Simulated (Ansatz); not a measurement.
# Ge: the cost of one run

Computed with Ansatz 0.2.0 (DFT PBEsol, scalar-relativistic, plane waves, PAW, unless a step's input says otherwise).

2 further runs of the same task are left out: 1 that didn't finish, 1 set aside as unsound or not needed.

### 1 The system as given

The structure is hexagonal, space group P6_3/mmc (No. 194). The conventional cell has a = 3.997 Å, b = 3.997 Å, c = 6.596 Å, α = 90.00°, β = 90.00°, γ = 120.00°. Ge (site symmetry 3m) is surrounded by 4 Ge at 2.45 to 2.47 Å.

Structure file:

```cif
data_structure
_symmetry_space_group_name_H-M 'P 1'
_symmetry_Int_Tables_number 1
_cell_length_a 3.9969
_cell_length_b 3.9969
_cell_length_c 6.5963
_cell_angle_alpha 90.000
_cell_angle_beta 90.000
_cell_angle_gamma 120.000
_cell_volume 91.26
loop_
_atom_site_label
_atom_site_type_symbol
_atom_site_fract_x
_atom_site_fract_y
_atom_site_fract_z
_atom_site_occupancy
Ge1 Ge 0.66667 0.33333 0.06291 1
Ge2 Ge 0.33333 0.66667 0.56291 1
Ge3 Ge 0.66667 0.33333 0.43709 1
Ge4 Ge 0.33333 0.66667 0.93709 1
```

It goes back to an entry of the Materials Project, which need not be the stable form.

It is the result of an earlier relaxation at this level (volume 22.82 Å³/atom; gap on the mesh: none (metal)).

### 2 What is varied

The energy is mapped over two normal modes frozen in (zone-centre modes of the cell shown, which folds in the wave vector (0, 1/2, 0) of the primitive cell).

- amplitude of mode 4 (51 cm⁻¹), largest displacement: 9 values from −0.330 to 0.330 Å
- amplitude of mode 5 (51 cm⁻¹), largest displacement: 9 values from −0.330 to 0.330 Å

Nothing else is relaxed (the cell and all other modes fixed). Energies count from the relaxed high-symmetry cell. Points are written as (first, second).

The modes come from a phonon run on the reference cell, made beforehand.

Displacement patterns for an amplitude of 1 (Å):

| atom | x1 | y1 | z1 | x2 | y2 | z2 |
| --- | --- | --- | --- | --- | --- | --- |
| Ge1 | 1.000 | 0.000 | 0.000 | 0.000 | 1.000 | 0.000 |
| Ge2 | 1.000 | 0.000 | 0.000 | 0.000 | 1.000 | 0.000 |
| Ge3 | -1.000 | 0.000 | 0.000 | 0.000 | -1.000 | 0.000 |
| Ge4 | -1.000 | 0.000 | 0.000 | 0.000 | -1.000 | 0.000 |
| Ge5 | -1.000 | 0.000 | 0.000 | 0.000 | -1.000 | 0.000 |
| Ge6 | -1.000 | 0.000 | 0.000 | 0.000 | -1.000 | 0.000 |
| Ge7 | 1.000 | 0.000 | 0.000 | 0.000 | 1.000 | 0.000 |
| Ge8 | 1.000 | 0.000 | 0.000 | 0.000 | 1.000 | 0.000 |

### 3 Grid point (−0.330 Å, −0.247 Å)

input.yaml

```yaml
crystal:
  lattice:
    - [-3.9969482473, 0.0, 0.0]
    - [0.0, 0.0, -6.5963325278]
    - [0.0, -6.9229174395, 0.0]
  atoms:
    - { symbol: Ge, position: [0.0825629905, 0.9370884642, 0.3690841569] }
    - { symbol: Ge, position: [0.5825629905, 0.9370884642, 0.8690841569] }
    - { symbol: Ge, position: [0.4174370095, 0.4370884642, 0.1309158431] }
    - { symbol: Ge, position: [0.9174370095, 0.4370884642, 0.6309158431] }
    - { symbol: Ge, position: [-0.0825629905, 0.5629115358, 0.2975825097] }
    - { symbol: Ge, position: [0.4174370095, 0.5629115358, 0.7975825097] }
    - { symbol: Ge, position: [0.5825629905, 0.0629115358, 0.2024174903] }
    - { symbol: Ge, position: [1.0825629905, 0.0629115358, 0.7024174903] }
basis:
  ecutwfc: 420
kpoints:
  mp_grid: { grid: [10, 6, 6] }
hamiltonian:
  xc: pbesol
  pseudopotentials: { kind: paw, azcp: { folder: soft_1 } }
scf:
  occupations: { method: gaussian, width: 0.15 }
output:
  forces: true
  stress: true
  eigenvalues: true
  write_density: true
  write_potential: true
  elf: true
  volumetric_format: npy
```

Started as:

```sh
ansatz run input.yaml --threads 4 --pin off --max-ram 8192MiB --backend cpu --events-out ev --progress --plain --runs-dir out
```

**Question.** How long does this run take on 4 threads of Arm Neoverse V1, shared host, and how much memory does it need?

About 70 s, with a peak of 1.3 GiB.
